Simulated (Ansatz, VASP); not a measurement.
# InP in two plane-wave programs

Aim: how closely do two programs agree when they are given the same cell, functional and k mesh?

Calculated with Ansatz 0.2.0; plane waves, with VASP 6.6.1 beside it; single point at PBE and single point at PBE, spin-orbit coupling.

The database entry behind the starting cell differs from later determinations by our own check (0.1 to 0.3 % short, probably kX units), so it need not match the best structure at ambient conditions.

## 1. Set-up

The structure is cubic, space group F-43m (No. 216). The conventional cell has a = 5.861 Å, b = 5.861 Å, c = 5.861 Å, α = 90.00°, β = 90.00°, γ = 90.00°. Nearest to In lie 4 P at 2.54 Å. Nearest to P lie 4 In at 2.54 Å. Farther neighbours are not listed.

Coordinates:

```xyz
2
Lattice="0.0000 2.9305 2.9305 2.9305 0.0000 2.9305 2.9305 2.9305 0.0000" Properties=species:S:1:pos:R:3 pbc="T T T"
In    0.0000    0.0000    0.0000
P     4.3957    4.3957    4.3957
```

## 2. VASP: single point, PBE

A single point gives forces, pressure and levels at one fixed geometry, so differences don't come from the geometry; what else differs is listed under the comparison.

Lines of VASP's logs that name or quote its potential files are left out, and so is its time.

The input, INCAR:

```
SYSTEM = InP
PREC = Accurate
ENCUT = 400
EDIFF = 1E-07
NELM = 100
ISMEAR = 0
SIGMA = 0.05
LREAL = .FALSE.
ALGO = Normal
GGA = PE
NBANDS = 32
LWAVE = .FALSE.
LCHARG = .FALSE.
KPAR = 4
LOPTICS = .TRUE.
NEDOS = 2000
CSHIFT = 0.15
```

The input, POSCAR:

```
InP
1.0
    0.0000000000      2.9305000000      2.9305000000
    2.9305000000      0.0000000000      2.9305000000
    2.9305000000      2.9305000000      0.0000000000
In P
1 1
Direct
    0.0000000000      0.0000000000      0.0000000000
    0.7500000000      0.7500000000      0.7500000000
```

The input, KPOINTS:

```
Automatic mesh
0
Gamma
10 10 10
0 0 0
```

The projector-augmented-wave data sets are In_d and P (PBE family, release 64).

On the command line:

```console
> mpirun -np 4 vasp_std
```

Numbers of over 12 decimals in the logs are rounded to 6 here.

Output:

```text
[banner, memory and clock lines left out]
running    4 mpi-ranks, on    1 nodes
 distrk:  each k-point on    1 cores,    4 groups
 distr:  one band on    1 cores,    1 groups

 POSCAR found type information on POSCAR InP
 POSCAR found :  2 types and       2 ions
 LDA part: xc-table for (Slater+PW92), standard interpolation
 POSCAR, INCAR and KPOINTS ok, starting setup
 FFT: planning ... GRIDC
 FFT: planning ... GRID_SOFT
 FFT: planning ... GRID
 WAVECAR not read
 entering main loop
       N       E                     dE             d eps       ncg     rms          rms(c)
DAV:   1     0.134587248629E+03    0.13459E+03   -0.56453E+03  3416   0.518E+02
DAV:   2     0.643560424109E+01   -0.12815E+03   -0.11507E+03  3288   0.206E+02
DAV:   3    -0.836890199536E+01   -0.14805E+02   -0.14595E+02  3744   0.546E+01
DAV:   4    -0.879272954059E+01   -0.42383E+00   -0.42347E+00  3576   0.927E+00
DAV:   5    -0.880380884237E+01   -0.11079E-01   -0.11078E-01  4624   0.145E+00    0.570E+00
DAV:   6    -0.841234983911E+01    0.39146E+00   -0.24536E-01  4920   0.641E+00    0.326E+00
DAV:   7    -0.838048668302E+01    0.31863E-01   -0.65263E-02  4312   0.145E+00    0.132E+00
DAV:   8    -0.838109494191E+01   -0.60826E-03   -0.11893E-02  3776   0.622E-01    0.221E-01
DAV:   9    -0.838155224552E+01   -0.45730E-03   -0.68567E-04  3776   0.130E-01    0.114E-01
DAV:  10    -0.838171180049E+01   -0.15955E-03   -0.10255E-04  3808   0.101E-01    0.467E-02
DAV:  11    -0.838177886315E+01   -0.67063E-04   -0.57336E-05  3576   0.420E-02    0.938E-03
DAV:  12    -0.838177967335E+01   -0.81020E-06   -0.21027E-06  3960   0.659E-03    0.702E-03
DAV:  13    -0.838178021220E+01   -0.53886E-06   -0.10924E-06  3600   0.338E-03    0.316E-03
DAV:  14    -0.838178026061E+01   -0.48404E-07   -0.28358E-08  3656   0.831E-04
   1 F= -.83817803E+01 E0= -.83817803E+01  d E =-.309658E-11
 optical routines
 imaginary and real dielectric function
 recalculating local potential from charge density
 direction            1
 direction            2
 direction            3
```

OUTCAR, selected parts (step 2):

```text
ion  position               nearest neighbor table
   1  0.000  0.000  0.000-   2 2.54   2 2.54   2 2.54   2 2.54
   2  0.750  0.750  0.750-   1 2.54   1 2.54   1 2.54   1 2.54

  LATTYP: Found a face centered cubic cell.
 ALAT       =     5.8610000000

 Subroutine GETGRP returns: Found 24 space group operations
 (whereof 24 operations were pure point group operations)

The static configuration has the point symmetry T_d .

 Found     47 irreducible k-points:

   k-points           NKPTS =     47   k-points in BZ     NKDIM =     47   number of bands    NBANDS=     32

   dimension x,y,z NGX =    28 NGY =   28 NGZ =   28
   dimension x,y,z NGXF=    56 NGYF=   56 NGZF=   56

   ENCUT  =  400.0 eV  29.40 Ry    5.42 a.u.   6.76  6.76  6.76*2*pi/ulx,y,z

   NELECT =      18.0000    total number of electrons

 k-points in reciprocal lattice and weights: Automatic mesh
   0.00000000  0.00000000  0.00000000       0.001
   0.10000000  0.00000000  0.00000000       0.008
   0.20000000  0.00000000  0.00000000       0.008
   0.30000000  0.00000000  0.00000000       0.008
   0.40000000  0.00000000  0.00000000       0.008
   0.50000000  0.00000000  0.00000000       0.004
   0.10000000  0.10000000  0.00000000       0.006
   0.20000000  0.10000000  0.00000000       0.024
   0.30000000  0.10000000  0.00000000       0.024
[...]
-0.30000000  0.40000000  0.20000000       0.024
  -0.30000000  0.50000000  0.20000000       0.012

 average (electrostatic) potential at core
       1 -95.6439       2 -82.7303

 E-fermi :   5.3958

 k-point     1 :       0.0000    0.0000    0.0000
  band No.  band energies     occupation
    ...
      5      -8.8445      2.00000
      6      -6.3288      2.00000
      7       5.1889      2.00000
      8       5.1889      2.00000
      9       5.1889      2.00000
     10       5.9007      0.00000
     11       9.2810      0.00000
     12       9.2810      0.00000
     13       9.2810      0.00000
     14      13.7703      0.00000
    ...

 k-point     2 :       0.1000    0.0000    0.0000
  band No.  band energies     occupation
    ...
      5      -8.8444      2.00000
      6      -6.2139      2.00000
      7       4.0308      2.00000
      8       5.0649      2.00000
      9       5.0649      2.00000
     10       6.6880      0.00000
     11       9.3480      0.00000
     12       9.4680      0.00000
     13       9.4680      0.00000
     14      14.1513      0.00000
    ...

 k-point     3 :       0.2000    0.0000    0.0000
  band No.  band energies     occupation
    ...
      5      -8.8433      2.00000
      6      -5.8836      2.00000
      7       2.4964      2.00000
      8       4.7834      2.00000
      9       4.7834      2.00000
     10       7.0233      0.00000
     11       9.8423      0.00000
     12       9.8423      0.00000
     13       9.9749      0.00000
     14      13.7334      0.00000
    ...

  Total        1.0321004      1.0321004      1.0321004      0.0000000      0.0000000      0.0000000
  in kB       32.8531768     32.8531768     32.8531768      0.0000000      0.0000000      0.0000000
  external PRESSURE =      32.8531768 kB  Pullay stress =       0.0000000 kB

  energy-cutoff  :      400.00
  volume of cell :       50.33
      direct lattice vectors                 reciprocal lattice vectors
     0.000000000  2.930500000  2.930500000    -0.170619348  0.170619348  0.170619348
     2.930500000  0.000000000  2.930500000     0.170619348 -0.170619348  0.170619348
     2.930500000  2.930500000  0.000000000     0.170619348  0.170619348 -0.170619348

 POSITION                                       TOTAL-FORCE (eV/Angst)
 -----------------------------------------------------------------------------------
      0.00000      0.00000      0.00000         0.000000      0.000000      0.000000
      4.39575      4.39575      4.39575        -0.000000     -0.000000     -0.000000
 -----------------------------------------------------------------------------------
    total drift:                               -0.000000     -0.000000      0.000000

  FREE ENERGIE OF THE ION-ELECTRON SYSTEM (eV)
  ---------------------------------------------------
  free  energy   TOTEN  =        -8.3817802606 eV

  energy  without entropy=       -8.3817802606  energy(sigma->0) =       -8.38178026

 plasma frequency squared (from intraband transitions) (eV^2)
  --------------------------------------------------------------------------------------
       0.000      -0.000       0.000
       0.000       0.000       0.000
       0.000       0.000       0.000

[... 3 further parts left out ...]
```

With so small a gap the low-energy part of the spectrum hangs on the few k-points near the gap and is not converged.

## 3. Ansatz: single point, PBE

Ansatz runs on its default PAW (the set named soft_2) files.

The same cell, functional, mesh and smearing now go to Ansatz, which takes its cutoff from its data sets.

The input, input.yaml:

```yaml
crystal:
  lattice:
    - [0.0, 2.9305, 2.9305]
    - [2.9305, 0.0, 2.9305]
    - [2.9305, 2.9305, 0.0]
  atoms:
    - { symbol: In, position: [0.0, 0.0, 0.0] }
    - { symbol: P, position: [0.75, 0.75, 0.75] }
hamiltonian:
  xc: pbe
  pseudopotentials: { kind: paw }
kpoints:
  mp_grid: { grid: [10, 10, 10] }
scf:
  occupations: { method: gaussian, width: 0.05 }
  n_extra_bands: 4
output:
  forces: true
  stress: true
  eigenvalues: true
  write_density: true
  write_potential: true
  elf: true
  volumetric_format: npy
```

On the command line:

```console
> ansatz run input.yaml --threads 2 --pin off --max-ram 4608MiB --backend cpu --events-out ev --progress --plain --runs-dir out
```

Output:

```text
scf.n_extra_bands = 4 over 9 filled bands (N_el = 18.0): the run solves 13 bands
Engine: ansatz 0.2.0, aarch64-unknown-linux-gnu
Pseudopotentials: kind: paw
Pseudopotential: In, paw, valence charge 13, recommended cutoff 420 eV (normal), In.paw.azcp
Pseudopotential: P, paw, valence charge 5, recommended cutoff 420 eV (normal), P.paw.azcp
Functional definition: PBE
  parameter kappa = 0.804
  parameter beta = 0.066725
  exchange = pbe_x(kappa = kappa, mu = beta*pi^2/3)
  correlation = pbe_c(beta = beta)
Crystal: 2 atoms, lattice volume = 50.333 Å³
Basis set: ecut = 420 eV, 941 PW (Γ), exchange–correlation on 60×60×60 points (8 copies of the dense FFT grid, shifted against one another)
Bands: 13, of which v1, the nominal top of the filled ones, is band 9 counted from 1 (8 counted from 0)
Symmetry: 24 space group operations
Space group: F-43m (ITA 216), of the structure as read, at distance tolerance 3.7e-5 Å
k-points: 47 of 1000 (time reversal used)
Non-local potential: In, projectors of the file, l = 0: 2, l = 1: 2, l = 2: 2, l = 3: 2
Non-local potential: P, projectors of the file, l = 0: 2, l = 1: 2, l = 2: 2
PAW form: soft (Blöchl's): semilocal exchange-correlation on the pseudo side does not see the compensation charge
PAW one-centre angular grid: In, 590 points (default); XC on 64 Gauss nodes
PAW one-centre angular grid: P, 110 points (default); XC on 64 Gauss nodes
Initial density: superposition of atomic densities (neutral atoms: chi_scale 0, normalization atom), corrected by the library's trained network
Initial wavefunctions: pseudopotential atomic-orbital guess
Functional: x = pbe(κ = 0.804, μ = 0.219515), c = pbe(β = 0.066725)
SCF iter   1: F=—  HF=-6353.985014 eV  |F-HF|=—  |Δ(HF+E_count)|=         —  Δρ=1.99e-3  dr2=4.26e-3  ethr=1.77e-3  ⟨swp⟩=6.4  Hψ=4107  notcnv=0
preconditioner: auto → none  [insulator: Δε(μ)=0.702 eV  Ē_g=14.746 eV  σ=0.050 eV  W_gap=1.00  n_scr=14 (ndim 8)  ℏωp=22.2 eV  f_vac=0.021  D(μ)=0.00/eV (n_scr^D=0)  ε∞_Penn≈3.3]
SCF iter   2: F=—  HF=-6353.982850 eV  |F-HF|=—  |Δ(HF+E_count)|=   2.16e-3  Δρ=1.21e-3  dr2=7.32e-4  ethr=2.36e-5  ⟨swp⟩=2.0  Hψ=1549  notcnv=0
SCF iter   3: F=—  HF=-6353.982647 eV  |F-HF|=—  |Δ(HF+E_count)|=   2.02e-4  Δρ=3.62e-4  dr2=6.63e-5  ethr=4.07e-6  ⟨swp⟩=2.0  Hψ=1028  notcnv=0
SCF iter   4: F=—  HF=-6353.982691 eV  |F-HF|=—  |Δ(HF+E_count)|=   4.37e-5  Δρ=1.14e-4  dr2=5.07e-6  ethr=3.68e-7  ⟨swp⟩=2.0  Hψ=1037  notcnv=0
SCF iter   5: F=—  HF=-6353.982694 eV  |F-HF|=—  |Δ(HF+E_count)|=   2.60e-6  Δρ=7.08e-5  dr2=2.25e-6  ethr=2.82e-8  ⟨swp⟩=2.0  Hψ=1054  notcnv=0
SCF iter   6: F=-6353.982693 eV  HF=-6353.982693 eV  |F-HF|=2.74e-8  |Δ(HF+E_count)|=   6.22e-7  Δρ=1.06e-5  dr2=4.61e-8  ethr=5.56e-10  ⟨swp⟩=11.1  Hψ=5585  notcnv=0
SCF 1 converged in 6 iterations: F = -6353.982693 eV  dr2 = 4.61e-8
  greatest PAW one-centre occupation: 0.981 electrons in one spin orbital (limit 2), on the In atom at site 0 (counted from 0), in its partial waves of l = 2
SCF converged after 6 iterations
Free energy (F): -6353.982693 eV
Harris-Foulkes:  -6353.982693 eV  (|F-HF|=2.74e-8)
Internal energy: -6353.982693 eV  (E = F + TS)
E sigma→0 (E₀):  -6353.982693 eV
Fermi energy:    7.355026 eV
--- Per-component energies (eV) ---
  E_band       = -52.088997
  E_kinetic    = 313.773538
  E_local      = -1398.234054  (includes V_loc(G=0)·N_el)
  E_nonlocal   = 401.491669
  E_hartree    = 551.607131
  E_xc         = -276.703972
  E_vxc        = -160.009321  (∫ρ·V_xc dr)
  E_paw        = -4725.208748  (= ΣΔE_a)
  E_vpaw       = -312.331739  (= ΣTr[D̂ρ^β])
  E_aug_tail   = 0.000030  (compensation charges beyond the density's cutoff)
  E_ewald      = -1220.708286
  E_smearing   = -0.000000  (= −TS)
  E_closure    = 0.000000  (closes the sum)
  Σ components = -6353.982693   (vs F -6353.982693, Δ=0.00e0)
--- Forces (eV/Å), atoms counted from 1 ---
  atom   1  In    -0.00000000     0.00000000     0.00000000
  atom   2  P      0.00000000    -0.00000000     0.00000000
  max |Σ_I F_I| component: 2.78e-17 eV/Å
--- Stress (GPa, compression-positive) ---
        3.341947      -0.000000      -0.000000
        0.000000       3.341947       0.000000
       -0.000000       0.000000       3.341947
  P = ⅓ Tr σ = 3.3419 GPa (33.419 kbar)
--- Band table (eV; the first three rows and the last of 47) ---
  k-point 0: bands = [... 5 lower, -4.5215, 6.9952, 6.9952, 6.9952, 7.7110, 11.0855, 11.0855, 11.0855]
  k-point 1: bands = [... 5 lower, -4.4065, 5.8383, 6.8712, 6.8712, 8.4973, 11.1531, 11.2723, 11.2723]
  k-point 2: bands = [... 5 lower, -4.0763, 4.3038, 6.5897, 6.5897, 8.8329, 11.6461, 11.6461, 11.7807]
  k-point 46: bands = [... 5 lower, -2.0724, 1.3827, 4.0998, 4.1341, 10.7866, 11.0333, 13.1439, 13.5844]
```

Elapsed: 2.3 s, on 2 threads of Arm Neoverse V1, shared host; peak memory 0.34 GiB; 4.4 s of CPU time.

The column dr2 measures how far the density is from self-consistency, as an energy; F and HF (Harris–Foulkes) agree once it is small.

The run ends at a pressure of 3.34 GPa.

## 4. Differences

Known differences besides the potentials themselves: the cutoff is 420 eV in Ansatz and 400 eV in VASP; VASP leaves aspherical gradient terms in its spheres out (LASPH is not set), Ansatz keeps them. Total energies have different zeros and are not compared.

Compared:

```csv
quantity,Ansatz,VASP,difference
pressure (GPa),3.34,3.29,+0.06
gap on the k mesh (eV),0.716,0.712,+0.004
```

A gap on the mesh is an upper bound, since the band edges may lie between its points. Ansatz's pressure holds a Pulay correction of 0.04 GPa; VASP's holds none.

## 5. VASP: single point, PBE, spin-orbit coupling

With cell and atoms fixed, the geometry can't cause a difference; cores, projectors, grids and the points listed under the comparison can.

INCAR: that of step 2 with these lines changed.

```diff
@@ -10,3 +10,8 @@
 GGA = PE
-NBANDS = 32
+LNONCOLLINEAR = .TRUE.
+MAGMOM = 0 0 0 0 0 0
+NBANDS = 64
+GGA_COMPAT = .FALSE.
+LASPH = .TRUE.
+LSORBIT = .TRUE.
 LWAVE = .FALSE.
```

POSCAR is that of step 2.

The input, KPOINTS:

```
Automatic mesh
0
Gamma
8 8 8
0 0 0
```

On the command line:

```console
> mpirun -np 4 vasp_ncl
```

Output:

```text
[... set-up lines as in an earlier step ...]
 entering main loop
       N       E                     dE             d eps       ncg     rms          rms(c)
DAV:   1     0.172605632633E+03    0.17261E+03   -0.51253E+03  6520   0.536E+02
DAV:   2     0.218176856123E+02   -0.15079E+03   -0.13118E+03  5864   0.215E+02
DAV:   3    -0.742509171212E+01   -0.29243E+02   -0.28350E+02  6256   0.740E+01
DAV:   4    -0.879776910959E+01   -0.13727E+01   -0.13693E+01  6640   0.175E+01
[...]
DAV:  13    -0.841684442697E+01   -0.12900E-06   -0.10127E-06  7320   0.374E-03    0.608E-03
DAV:  14    -0.841684466103E+01   -0.23406E-06   -0.22646E-07  5968   0.190E-03    0.247E-03
DAV:  15    -0.841684471065E+01   -0.49616E-07   -0.90099E-08  6200   0.147E-03
   1 F= -.84168447E+01 E0= -.84168447E+01  d E =-.184736E-10  mag=     0.0000     0.0000    -0.0000
 optical routines
 imaginary and real dielectric function
 recalculating local potential from charge density
 direction            1
 direction            2
 direction            3
```

Parts of OUTCAR (step 5):

```text
  Total        1.0124682      1.0124682      1.0124682      0.0000000      0.0000000      0.0000000
  in kB       32.2282546     32.2282546     32.2282546      0.0000000      0.0000000      0.0000000
  external PRESSURE =      32.2282546 kB  Pullay stress =       0.0000000 kB

 POSITION                                       TOTAL-FORCE (eV/Angst)
 -----------------------------------------------------------------------------------
      0.00000      0.00000      0.00000         0.000000      0.000000      0.000000
      4.39575      4.39575      4.39575        -0.000000     -0.000000     -0.000000
 -----------------------------------------------------------------------------------
    total drift:                               -0.000000     -0.000000     -0.000000

  FREE ENERGIE OF THE ION-ELECTRON SYSTEM (eV)
  ---------------------------------------------------
  free  energy   TOTEN  =        -8.4168447106 eV

  energy  without entropy=       -8.4168447106  energy(sigma->0) =       -8.41684471

[... 1 part as in an earlier step ...]

[... 2 further parts left out ...]
[key lines of the parts left out:]
E-fermi :   5.4156
```

## 6. Ansatz: single point, PBE, spin-orbit coupling

The same cell, functional, mesh and smearing now go to Ansatz, which takes its cutoff from its data sets.

The input, input.yaml:

```yaml
crystal:
  lattice:
    - [0.0, 2.9305, 2.9305]
    - [2.9305, 0.0, 2.9305]
    - [2.9305, 2.9305, 0.0]
  atoms:
    - { symbol: In, position: [0.0, 0.0, 0.0] }
    - { symbol: P, position: [0.75, 0.75, 0.75] }
hamiltonian:
  xc: pbe
  pseudopotentials: { kind: paw_fr }
magnetization:
  noncollinear: true
  spin_orbit: true
kpoints:
  mp_grid: { grid: [8, 8, 8] }
scf:
  occupations: { method: gaussian, width: 0.05 }
  n_extra_bands: 8
output:
  forces: true
  stress: true
  eigenvalues: true
```

On the command line:

```console
> ansatz run input.yaml --threads 2 --pin off --max-ram 4608MiB --backend cpu --events-out ev --progress --plain --runs-dir out
```

Output:

```text
[...]
non-collinear run that drives no moment, with spin-orbit: no starting moment large enough to seed its density (crystal.atoms[].spin), no starting occupations that ask for one, no magnetisation constraint and no magnetic field, so the semilocal B_xc is pinned to zero
Crystal: 2 atoms, lattice volume = 50.333 Å³
[...]
k-point 0: bands = [... 14 lower, 7.0252, 7.0252, 7.0252, 7.0252, 7.7126, 7.7126, 10.7733, 10.7733, ... 4 higher]
  k-point 1: bands = [... 14 lower, 6.7673, 6.7673, 6.8392, 6.8504, 8.6508, 8.6508, 11.0529, 11.0529, ... 4 higher]
  k-point 2: bands = [... 14 lower, 6.3858, 6.3858, 6.4756, 6.4896, 8.7916, 8.7916, 11.6381, 11.6382, ... 4 higher]
  k-point 28: bands = [... 14 lower, 3.9573, 4.0428, 4.0959, 4.1481, 11.2849, 11.2881, 11.3631, 11.3910, ... 4 higher]
[key lines of the parts left out:]
SCF converged after 7 iterations
Magnetization: |M| = 0.0000 μB,  M = (+0.0000, +0.0000, +0.0000) μB
Free energy (F): -6355.907384 eV
Fermi energy:    7.370149 eV
P = ⅓ Tr σ = 3.2615 GPa (32.615 kbar)
```

The job ended after 4.3 s (2 threads; peak memory 0.45 GiB).

The run ends at a pressure of 3.26 GPa.

## 7. Comparison

What differs besides the data sets and the points named for the pairs above, as far as they apply: spin-orbit coupling enters by fully relativistic files in Ansatz and inside the spheres in VASP. Total energies have different zeros and are not compared.

Compared:

```csv
quantity,Ansatz,VASP,difference
pressure (GPa),3.26,3.22,+0.04
gap on the k mesh (eV),0.687,0.683,+0.004
```

A gap on the mesh is an upper bound, since the band edges may lie between its points. Ansatz's pressure holds a Pulay correction of 0.04 GPa; VASP's holds none.

## 8. What came out

```
difference in gap on the k mesh (single point, PBE)                      : 0.0040 eV
difference in gap on the k mesh (single point, PBE, spin-orbit coupling) : 0.0041 eV
```

What this shows: The difference in gap on the k mesh is 0.0041 eV (single point, PBE, spin-orbit coupling), within the 0.08 eV picked in this series as the mark of a large difference. 3 further runs of this series are not shown here. Such differences can come from data sets, numerical settings and the points named under the comparisons, not from the functional's error against experiment.

[Lines on the potential files, build, host, timing and source positions are cut from VASP's logs without a mark.]

[Logs are printed without paths, hosts, clocks, repeated set-up lines and the standing remarks that a program may print on its own settings, such as how far it seeks lower states.]

[Hosts, paths, dates, database ids (printed as entryN), source tags and the programs' standing remarks are cut or masked in the printed files.]
